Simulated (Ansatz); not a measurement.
The system is Pb.

```
CELL_PARAMETERS angstrom
-1.97966 1.97966 1.97966
1.97966 -1.97966 1.97966
1.97966 1.97966 -1.97966
ATOMIC_POSITIONS crystal
Pb 0.00000 0.00000 0.00000
```

This isn't the form of Pb at room conditions, which is fcc.

Program: Ansatz 0.2.0. Alike in all runs: task band structure; potentials or basis Ansatz PAW; cell as given; smearing fermi-dirac 0.05 eV.

Task: Order these runs on this cell by their pressure, lowest first.
A. level LDA; spin off; k mesh 5 × 5 × 5; cutoff (eV) 420; mesh quality coarse
B. level BLYP; spin off; k mesh 9 × 9 × 9; cutoff (eV) 420; mesh quality not flagged
C. level r2SCAN; spin off; k mesh 5 × 5 × 5; cutoff (eV) 500; mesh quality coarse
D. level PBEsol; spin off; k mesh 5 × 5 × 5; cutoff (eV) 420; mesh quality coarse
E. level LDA; spin SOC, no magnetisation; k mesh 7 × 7 × 7; cutoff (eV) 420; mesh quality not flagged

Result: E (-3.1 GPa), A (-1.4 GPa), D (0.1 GPa), C (1.7 GPa), B (4.4 GPa).

Caveats: some runs use coarse meshes; the PAW data sets come from PBE, with cores solved anew for the run's functional, which leaves a small shift of forces and pressure; the potentials were made for another functional, which shifts forces and pressure (some runs).

Not every run made on this cell is shown here.
